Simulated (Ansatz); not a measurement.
**Structural relaxation of random fluorite-type (Ti, Ce, Zr, Sn, Hf)O2 solid solution (96 atoms)**

Aim: bring random fluorite-type (Ti, Ce, Zr, Sn, Hf)O2 solid solution (96 atoms) to a nearby minimum of the energy and see what moves.

Method: Kohn-Sham DFT, LDA, PAW (set soft_2), plane waves, in Ansatz 0.2.0.

### Step 1. Starting point

The cell holds 96 atoms: 6 Ce, 64 O, 6 Hf, 8 Ti, 6 Sn and 6 Zr. Its edges and angles: a = 10.180 Å, b = 10.180 Å, c = 10.180 Å, α = 90.0°, β = 90.0°, γ = 90.0°. It derives from TiO2 and CeO2, HfO2, ZrO2 and SnO2. Fluorite-type lattice (a = 5.09 Å, the mean of the end members), 2 x 2 x 2 cells, metal sites filled at random with 8 Ti, 6 Ce, 6 Zr, 6 Sn, 6 Hf; not relaxed, displaced by a Gaussian of 0.02 Å.

Before any run, some limits are plain. The host structure and its lattice constant were typed by rule, without a check against the phase diagram. The main run has no spin polarisation, so moments on Ce can't form in it, and no Hubbard term. Only the Γ point is sampled, in a cell whose shortest periodic width is 10 Å. Spin–orbit coupling is left out, which matters for the levels of the heavy elements.

### Step 2. Single point at the start

The forces at the start show how far the geometry lies from a minimum of this functional.

The input, input.yaml:

```yaml
crystal:
  lattice:
    - [10.18, 0.0, 0.0]
    - [0.0, 10.18, 0.0]
    - [0.0, 0.0, 10.18]
  atoms:
    - { symbol: Ce, position: [0.99713, 0.00119, 0.00097] }
    - { symbol: O, position: [0.12647, 0.12381, 0.12283] }
    - { symbol: O, position: [0.37228, 0.37684, 0.37714] }
    - { symbol: Hf, position: [0.99696, 0.25029, 0.25087] }
    [... 86 atom lines left out ...]
    - { symbol: Ce, position: [0.75131, 0.50073, 0.75417] }
    - { symbol: O, position: [0.87427, 0.62481, 0.8723] }
    - { symbol: O, position: [0.62625, 0.87452, 0.62536] }
    - { symbol: Zr, position: [0.74824, 0.74968, 0.49802] }
    - { symbol: O, position: [0.87276, 0.87637, 0.62286] }
    - { symbol: O, position: [0.62615, 0.62768, 0.87551] }
kpoints:
  mp_grid: { grid: [1, 1, 1] }
hamiltonian:
  xc: lda
scf:
  occupations: { method: fixed }
output:
  forces: true
  stress: true
  populations: intrinsic
  dos:
    method: { smearing: { sigma: 0.1 } }
    de: 0.1
    projected: { site_lists: { Ce: [Ce], Hf: [Hf], O: [O], Sn: [Sn], Ti: [Ti] } }
  eigenvalues: true
```

Launch:

```console
> ansatz run input.yaml --threads 4 --pin off --max-ram 8192MiB --backend cpu --events-out ev --progress --plain --runs-dir out
```

It took 44 s on 4 threads of Arm Neoverse V1, shared host; peak memory 1.8 GiB; 2.7 min of CPU time.

Read from the output:

| Quantity | Value |
| --- | --- |
| free energy | -246238.3817 eV |
| free energy per atom | -2564.9831 eV/atom |
| SCF cycles | 13 |
| pressure | -6.075 GPa |
| r.m.s. force component | 0.8437 eV/Å |
| longest force | 3.515 eV/Å |
| Fermi energy | 12.13 eV |
| gap (highest filled to lowest empty level) | 1.222 eV |

The r.m.s. force component of 0.84 eV/Å and the pressure of -6.1 GPa set the starting point.

Length of the force by element:

| element | coordination | atoms | mean length of the force (eV/Å) | spread | least | most |
| --- | --- | --- | --- | --- | --- | --- |
| Ce | all | 6 | 0.896 | 0.599 | 0.265 | 1.80 |
| Hf | all | 6 | 0.578 | 0.303 | 0.282 | 1.17 |
| O | all | 64 | 1.55 | 0.734 | 0.375 | 3.51 |
| Sn | all | 6 | 0.745 | 0.277 | 0.439 | 1.32 |
| Ti | all | 8 | 0.417 | 0.140 | 0.280 | 0.700 |
| Zr | all | 6 | 0.572 | 0.234 | 0.144 | 0.866 |

### Step 3. Relaxation

The atoms are relaxed in the fixed cell, aiming at the force tolerance of the input.

input.yaml, the sections that differ from step 2:

```yaml
output:
  forces: true
relax:
  f_tol: 0.03
  max_steps: 200
# crystal, kpoints, hamiltonian, scf: as in step 2
```

Elapsed: 8.3 min, on 4 threads; peak memory 1.7 GiB; 31 min of CPU time.

Step by step:

| step | energy less that of the first step (eV) | largest force component (eV/Å) |
| --- | --- | --- |
| 1 | 0.0000 | 2.5321 |
| 2 | -5.8073 | 0.5302 |
| 3 | -6.4466 | 1.2329 |
| 4 | -9.9978 | 1.4618 |
| 5 | -11.6929 | 1.0579 |
| 6 | -14.6866 | 0.7209 |
| 7 | -16.3120 | 0.3701 |
| 8 | -16.7473 | 1.2692 |
| 9 | -17.3929 | 0.4541 |
| 10 | -17.7939 | 0.7076 |
| 11 | -18.1710 | 0.4563 |
| 12 | -18.3441 | 0.3753 |
| 13 | -18.5977 | 0.4372 |
| 14 | -18.6356 | 0.2733 |
| 15 | -18.5799 | 0.2715 |
| 16 | -18.6580 | 0.1030 |
| 17 | -18.6486 | 0.1725 |
| 18 | -18.6640 | 0.0720 |
| 19 | -18.6647 | 0.0404 |
| 20 | -18.6654 | 0.0538 |
| 21 | -18.6663 | 0.0219 |
| 22 | -18.6663 | 0.0219 |

Relaxation steps 15, 17 were tried and not accepted.

The atoms that moved most (Å):

| atom | dx | dy | dz | length |
| --- | --- | --- | --- | --- |
| O23 | -0.530 | -0.682 | 0.367 | 0.938 |
| O8 | 0.314 | 0.489 | 0.707 | 0.915 |
| O47 | -0.116 | -0.596 | 0.652 | 0.891 |
| O5 | 0.474 | -0.451 | -0.587 | 0.879 |
| O27 | -0.116 | 0.551 | 0.668 | 0.874 |
| O18 | 0.335 | -0.564 | 0.558 | 0.861 |
| O39 | -0.457 | 0.279 | 0.656 | 0.847 |
| O51 | 0.629 | 0.418 | -0.080 | 0.760 |

The relaxation changed the energy by -194 meV/atom, and atoms moved by 0.46 Å r.m.s., 0.94 Å at most.

### Step 4. Local order after relaxation

Bonds before and after, by the cutoffs listed below:

| pair | bonds before | bonds after | mean before (Å) | mean after (Å) | spread before (Å) | spread after (Å) |
| --- | --- | --- | --- | --- | --- | --- |
| O-Ti | 64 | 47 | 2.204 | 1.982 | 0.028 | 0.147 |
| O-Ce | 48 | 48 | 2.207 | 2.312 | 0.030 | 0.106 |
| O-Hf | 48 | 46 | 2.203 | 2.173 | 0.030 | 0.161 |
| O-Sn | 48 | 37 | 2.205 | 2.081 | 0.030 | 0.086 |
| O-Zr | 48 | 48 | 2.202 | 2.210 | 0.031 | 0.145 |

Density 7.21 g/cm³, 10.99 Å³ an atom.

g(r), total and by pair (bins of 0.2 Å):

| r (Å) | total | O-O | O-Ti | O-Ce | O-Hf | O-Sn | O-Zr |
| --- | --- | --- | --- | --- | --- | --- | --- |
| 1.70 | 0.09 | 0.00 | 0.78 | 0.00 | 0.00 | 0.00 | 0.00 |
| 1.90 | 0.80 | 0.00 | 5.96 | 0.00 | 1.12 | 0.56 | 0.00 |
| 2.10 | 2.15 | 0.00 | 2.46 | 1.86 | 6.33 | 7.95 | 6.40 |
| 2.30 | 1.24 | 0.11 | 0.80 | 6.44 | 2.33 | 0.86 | 3.66 |
| 2.50 | 1.41 | 2.54 | 0.00 | 1.59 | 0.91 | 0.17 | 0.70 |
| 2.70 | 1.24 | 2.67 | 0.11 | 0.00 | 0.15 | 0.16 | 0.14 |
| 2.90 | 0.80 | 1.42 | 0.88 | 0.00 | 0.12 | 0.79 | 0.00 |
| 3.10 | 0.48 | 0.90 | 0.59 | 0.00 | 0.00 | 0.23 | 0.00 |
| 3.30 | 0.58 | 0.84 | 0.07 | 0.00 | 0.10 | 0.10 | 0.00 |
| 3.50 | 1.14 | 0.98 | 0.33 | 0.36 | 0.44 | 0.54 | 0.18 |
| 3.70 | 1.08 | 0.73 | 0.89 | 0.72 | 0.48 | 0.64 | 0.71 |
| 3.90 | 1.14 | 1.00 | 1.40 | 0.58 | 1.58 | 1.14 | 1.37 |
| 4.10 | 1.33 | 0.95 | 2.39 | 2.02 | 1.82 | 1.88 | 1.75 |
| 4.30 | 1.32 | 0.92 | 1.73 | 1.84 | 2.11 | 2.66 | 2.07 |
| 4.50 | 1.14 | 0.86 | 1.23 | 2.48 | 1.83 | 1.36 | 1.79 |
| 4.70 | 0.53 | 0.52 | 0.60 | 0.70 | 0.50 | 0.29 | 1.00 |
| 4.90 | 0.69 | 0.92 | 0.58 | 0.05 | 0.37 | 0.77 | 0.50 |
| 5.10 | 1.11 | 1.45 | 0.72 | 0.92 | 0.63 | 0.55 | 0.50 |
| 5.30 | 0.97 | 1.11 | 1.02 | 0.86 | 1.01 | 1.00 | 0.77 |
| 5.50 | 0.91 | 0.85 | 1.27 | 1.12 | 1.11 | 0.79 | 1.48 |
| 5.70 | 1.00 | 1.04 | 1.09 | 1.37 | 1.14 | 1.27 | 0.88 |
| 5.90 | 0.94 | 1.14 | 0.68 | 0.79 | 0.63 | 1.01 | 0.50 |
| 6.10 | 1.13 | 1.34 | 0.66 | 0.32 | 0.73 | 0.67 | 0.68 |
| 6.30 | 1.29 | 1.25 | 0.81 | 1.13 | 0.77 | 0.85 | 0.79 |
| 6.50 | 1.06 | 0.94 | 1.15 | 1.06 | 1.03 | 1.13 | 1.48 |
| 6.70 | 0.92 | 0.66 | 1.22 | 1.36 | 1.44 | 1.19 | 1.33 |
| 6.90 | 0.80 | 0.72 | 0.81 | 1.10 | 0.97 | 1.13 | 0.82 |
| 7.10 | 0.87 | 0.68 | 0.99 | 0.82 | 1.23 | 0.97 | 1.02 |

Bonds by pair of elements; cutoffs follow the first minimum of g(r), held within bounds set by covalent radii, and pairs that aren't listed don't count as bonded:

| pair A-B | cutoff (Å) | bonds | mean length (Å) | spread (Å) | shortest (Å) | B about A | A about B |
| --- | --- | --- | --- | --- | --- | --- | --- |
| O-Ti | 2.64 | 47 | 1.98 | 0.147 | 1.77 | 0.734 | 5.88 |
| O-Ce | 3.16 | 48 | 2.31 | 0.106 | 2.15 | 0.75 | 8 |
| O-Hf | 2.83 | 46 | 2.17 | 0.161 | 1.97 | 0.719 | 7.67 |
| O-Sn | 2.48 | 37 | 2.08 | 0.086 | 1.98 | 0.578 | 6.17 |
| O-Zr | 2.82 | 48 | 2.21 | 0.145 | 2.04 | 0.75 | 8 |

How many atoms have how many bonded neighbours:

| element | mean | 3 | 4 | 5 | 6 | 7 | 8 |
| --- | --- | --- | --- | --- | --- | --- | --- |
| Ce | 8 | 0 | 0 | 0 | 0 | 0 | 6 |
| Hf | 7.67 | 0 | 0 | 0 | 0 | 2 | 4 |
| O | 3.53 | 30 | 34 | 0 | 0 | 0 | 0 |
| Sn | 6.17 | 0 | 0 | 0 | 5 | 1 | 0 |
| Ti | 5.88 | 0 | 0 | 1 | 7 | 0 | 0 |
| Zr | 8 | 0 | 0 | 0 | 0 | 0 | 6 |

Bond angles, per cent of each kind in bins of 5°:

| angle (°) | O-Zr-O | O-Ce-O | O-Hf-O | O-Ti-O | O-Sn-O |
| --- | --- | --- | --- | --- | --- |
| 55–60 | 0.6 | 0.0 | 0.0 | 0.0 | 0.0 |
| 60–65 | 2.4 | 1.2 | 1.9 | 0.0 | 0.0 |
| 65–70 | 12.5 | 14.9 | 10.4 | 0.9 | 4.2 |
| 70–75 | 17.9 | 22.0 | 20.1 | 10.4 | 9.4 |
| 75–80 | 8.3 | 2.4 | 7.1 | 13.0 | 17.7 |
| 80–85 | 2.4 | 2.4 | 2.6 | 13.9 | 6.2 |
| 85–90 | 2.4 | 0.0 | 5.8 | 3.5 | 4.2 |
| 90–95 | 4.2 | 3.0 | 2.6 | 7.0 | 7.3 |
| 95–100 | 3.0 | 7.1 | 5.2 | 7.8 | 8.3 |
| 100–105 | 5.9 | 6.6 | 4.5 | 7.8 | 6.2 |
| 105–110 | 4.8 | 4.2 | 1.9 | 3.5 | 10.4 |
| 110–115 | 3.0 | 7.7 | 3.9 | 7.8 | 3.1 |
| 115–120 | 8.3 | 8.3 | 7.1 | 2.6 | 0.0 |
| 120–125 | 3.6 | 3.6 | 5.2 | 0.9 | 2.1 |
| 125–130 | 4.2 | 2.4 | 5.2 | 0.0 | 2.1 |
| 130–135 | 2.4 | 0.0 | 1.3 | 1.7 | 1.0 |
| 135–140 | 0.0 | 0.0 | 0.0 | 5.2 | 2.1 |
| 140–145 | 0.0 | 0.0 | 0.6 | 0.9 | 2.1 |
| 145–150 | 1.2 | 0.0 | 0.6 | 0.9 | 0.0 |
| 150–155 | 0.6 | 0.0 | 0.6 | 0.0 | 0.0 |
| 155–160 | 3.0 | 1.2 | 5.8 | 0.0 | 1.0 |
| 160–165 | 5.4 | 4.2 | 3.9 | 2.6 | 3.1 |
| 165–170 | 1.8 | 4.8 | 1.3 | 5.2 | 2.1 |
| 170–175 | 2.4 | 4.2 | 1.9 | 4.3 | 5.2 |
| 175–180 | 0.0 | 0.0 | 0.0 | 0.0 | 2.1 |

Bond angles (no mean is given where the spread exceeds 20°):

| angle | count | mean (°) | spread (°) |
| --- | --- | --- | --- |
| O-Zr-O | 168 | - | - |
| O-Ce-O | 168 | - | - |
| O-Hf-O | 154 | - | - |
| O-Ti-O | 115 | - | - |
| O-Sn-O | 96 | - | - |

Bond length by coordination (bonds to H left out):

| element | coordination | atoms | mean bond length (Å) |
| --- | --- | --- | --- |
| Hf | 7 | 2 | 2.14 |
| Hf | 8 | 4 | 2.19 |
| O | 3 | 30 | 2.07 |
| O | 4 | 34 | 2.21 |
| Sn | 6 | 5 | 2.07 |
| Sn | 7 | 1 | 2.13 |
| Ti | 5 | 1 | 1.90 |
| Ti | 6 | 7 | 1.99 |

First main peaks of g(r), for some of the pairs, lie near 2.62 Å (O-O), 1.90 Å (O-Ti), 2.28 Å (O-Ce), 2.06 Å (O-Hf), 2.06 Å (O-Sn) and 2.16 Å (O-Zr). With the cutoffs above, all Ce atoms have 8, 67 % of Hf atoms have 8, 53 % of O atoms have 4 and 83 % of Sn atoms have 6 bonded neighbours.

### Step 5. Single point at the relaxed geometry

One more single point at the end of the walk gives the fuller output and checks the residual forces.

The input, input.yaml:

```yaml
crystal:
  lattice:
    - [10.18, 0.0, 0.0]
    - [0.0, 10.18, 0.0]
    - [0.0, 0.0, 10.18]
  atoms:
    - { symbol: Ce, position: [0.00531, 0.99084, 0.00024] }
    - { symbol: O, position: [0.10397, 0.16412, 0.09235] }
    - { symbol: O, position: [0.37902, 0.42072, 0.38467] }
    - { symbol: Hf, position: [0.00283, 0.24873, 0.24281] }
    [... 86 atom lines left out ...]
    - { symbol: Ce, position: [0.74011, 0.49448, 0.73546] }
    - { symbol: O, position: [0.91259, 0.63736, 0.83119] }
    - { symbol: O, position: [0.63441, 0.90959, 0.58642] }
    - { symbol: Zr, position: [0.74796, 0.75807, 0.48482] }
    - { symbol: O, position: [0.89489, 0.83926, 0.60378] }
    - { symbol: O, position: [0.63608, 0.61696, 0.87931] }
kpoints:
  mp_grid: { grid: [1, 1, 1] }
hamiltonian:
  xc: lda
scf:
  occupations: { method: fixed }
output:
  forces: true
  stress: true
  populations: true
  dos:
    method: { smearing: { sigma: 0.08 } }
    de: 0.1
    projected: { site_lists: { Ce: [Ce], Hf: [Hf], O: [O], Sn: [Sn], Ti: [Ti] } }
  eigenvalues: true
  write_density: true
  write_potential: true
  volumetric_format: npy
```

Wall time 50 s (4 threads); peak memory 1.8 GiB.

Numbers from this run:

* free energy: -246257.0480 eV
* free energy per atom: -2565.1776 eV/atom
* SCF cycles: 14
* pressure: 1.562 GPa
* r.m.s. force component: 0.00409 eV/Å
* longest force: 0.02234 eV/Å
* Fermi energy: 11.55 eV
* gap (highest filled to lowest empty level): 1.954 eV
* spilling of the projection: 0.003489

Löwdin charges by element and coordination (they lack the spilled electrons, 0.031 e an atom on average):

| element | coordination | atoms | mean charge (e) | spread | least | most |
| --- | --- | --- | --- | --- | --- | --- |
| Ce | all | 6 | 0.769 | 0.0147 | 0.748 | 0.793 |
| Hf | all | 6 | 1.35 | 0.0147 | 1.33 | 1.37 |
| Hf | 7 | 2 | 1.33 | 0.0059 | 1.33 | 1.34 |
| Hf | 8 | 4 | 1.35 | 0.0119 | 1.34 | 1.37 |
| O | all | 64 | -0.602 | 0.0723 | -0.736 | -0.406 |
| O | 3 | 30 | -0.597 | 0.0685 | -0.681 | -0.406 |
| O | 4 | 34 | -0.607 | 0.0752 | -0.736 | -0.426 |
| Sn | all | 6 | 1.64 | 0.0152 | 1.62 | 1.66 |
| Sn | 6 | 5 | 1.64 | 0.0164 | 1.62 | 1.66 |
| Sn | 7 | 1 | 1.63 | 0 | 1.63 | 1.63 |
| Ti | all | 8 | 1.31 | 0.0208 | 1.27 | 1.34 |
| Ti | 5 | 1 | 1.27 | 0 | 1.27 | 1.27 |
| Ti | 6 | 7 | 1.32 | 0.0147 | 1.30 | 1.34 |
| Zr | all | 6 | 1.42 | 0.0137 | 1.40 | 1.44 |

Density of states as counts of states in windows of 1 eV (from the Fermi level), total and the larger projections:

| from (eV) | to (eV) | total | O p | Ce f | Hf f | O s | Ce p |
| --- | --- | --- | --- | --- | --- | --- | --- |
| -18 | -17 | 23.8 | 0.5 | 0.0 | 0.0 | 13.3 | 4.8 |
| -17 | -16 | 48.7 | 0.5 | 0.0 | 0.0 | 35.1 | 2.5 |
| -16 | -15 | 40.4 | 0.2 | 0.1 | 0.1 | 32.2 | 0.8 |
| -15 | -14 | 12.3 | 0.6 | 0.0 | 0.0 | 3.3 | 7.6 |
| -14 | -13 | 16.5 | 0.8 | 0.0 | 0.0 | 5.2 | 9.3 |
| -13 | -12 | 7.3 | 0.3 | 0.0 | 0.0 | 2.6 | 3.9 |
| -12 | -11 | 0.0 | 0.0 | 0.0 | 0.0 | 0.0 | 0.0 |
| -11 | -10 | 25.1 | 0.1 | 0.0 | 25.0 | 0.0 | 0.0 |
| -10 | -9 | 58.9 | 0.3 | 0.0 | 58.4 | 0.1 | 0.0 |
| -9 | -8 | 0.0 | 0.0 | 0.0 | 0.0 | 0.0 | 0.0 |
| -8 | -7 | 2.2 | 1.2 | 0.0 | 0.0 | 0.1 | 0.0 |
| -7 | -6 | 9.8 | 5.5 | 0.0 | 0.0 | 0.7 | 0.0 |
| -6 | -5 | 12.0 | 8.2 | 0.0 | 0.0 | 0.1 | 0.0 |
| -5 | -4 | 55.1 | 38.9 | 0.2 | 0.1 | 0.6 | 0.2 |
| -4 | -3 | 74.6 | 55.6 | 0.5 | 0.1 | 1.0 | 0.3 |
| -3 | -2 | 69.0 | 55.6 | 0.9 | 0.1 | 1.0 | 0.3 |
| -2 | -1 | 85.1 | 72.3 | 1.9 | 0.1 | 0.7 | 0.7 |
| -1 | 0 | 74.7 | 66.8 | 2.2 | 0.1 | 0.3 | 0.7 |
| 0 | 1 | 1.6 | 1.4 | 0.0 | 0.0 | 0.0 | 0.0 |
| 1 | 2 | 5.3 | 0.2 | 5.0 | 0.0 | 0.0 | 0.0 |
| 2 | 3 | 80.9 | 4.6 | 70.8 | 0.0 | 0.4 | 0.1 |
| 3 | 4 | 38.6 | 5.5 | 1.4 | 0.0 | 0.6 | 0.0 |
| 4 | 5 | 34.7 | 5.9 | 0.3 | 0.0 | 1.2 | 0.0 |

The curve was stored every 0.10 eV, coarse against its broadening of 0.08 eV, so these counts are rough.

With fixed occupations the program's Fermi level is the highest filled level; weight inside the gap is the broadening of levels at its edges.

Between -26 and -18 eV lie 111 more states.

About 138 of the 864 electrons lie in deeper levels, below the stored range.

Not all projections were asked for or kept, so they needn't add up to the total.

The levels nearest the highest filled one (over half full), pooled over k-points and spins:

| level less the highest filled one (eV) | occupation |
| --- | --- |
| -0.203 | 2 |
| -0.188 | 2 |
| -0.151 | 2 |
| -0.0704 | 2 |
| -0.0613 | 2 |
| 0 | 2 |
| 1.95 | 0 |
| 1.97 | 0 |
| 2.00 | 0 |
| 2.04 | 0 |
| 2.05 | 0 |
| 2.07 | 0 |

Mean Löwdin charges: Ce +0.77, Hf +1.35, O -0.60, Sn +1.64, Ti +1.31, Zr +1.42 e (they miss 0.35 % of the electrons, so they add up to more than the cell's charge). The largest share in the top eV of filled states is O p (93 % of the projected weight), and in the lowest eV of empty states Ce f (92 % of the projected weight).

### Step 6. Results

| Quantity | Value |
| --- | --- |
| energy change in the relaxation | -194.4 meV/atom |
| r.m.s. displacement | 0.456 Å |
| largest displacement | 0.938 Å |
| free energy per atom | -2565.1776 eV/atom |
| density | 7.206 g/cm³ |
| pressure | 1.562 GPa |
| r.m.s. force component | 0.00409 eV/Å |
| gap (highest filled to lowest empty level) | 1.954 eV |
| wall time of the 3 DFT runs | 9.8 min |

What this shows: Relaxation lowers the energy by 194 meV/atom and moves atoms by 0.46 Å r.m.s.; the r.m.s. force component goes from 0.84 to 0.0041 eV/Å, the pressure goes from -6.1 to 1.6 GPa, and the gap from 1.22 to 1.95 eV. By the final cutoffs 30 of 256 bonded pairs parted and 0 joined. First to last step the energy falls by 18.666 eV; the largest move, 0.94 Å, is that of O23. The O-Ti bonds change most in mean length: from 2.204 Å (spread 0.028) to 1.982 Å (spread 0.147), and their number from 64 to 47. With the cutoffs above, all Ce atoms have 8, 67 % of Hf atoms have 8, 53 % of O atoms have 4 and 83 % of Sn atoms have 6 bonded neighbours. Between filled and empty levels lie 1.95 eV at Γ alone; the mesh holds the band edges only if they fold onto it, so the gap at this level can be narrower or closed.

**Limits.** The stress is far from hydrostatic: its diagonal is -1.5, 6.8, -0.6 GPa, compression counted positive. The pressure of 1.6 GPa shows the cell to be compressed for this functional.

[Logs are printed without paths, hosts, clocks, repeated set-up lines and the standing remarks that a program may print on its own settings, such as how far it seeks lower states.]

[Hosts, paths, dates, database ids (printed as entryN), source tags and the programs' standing remarks are cut or masked in the printed files.]
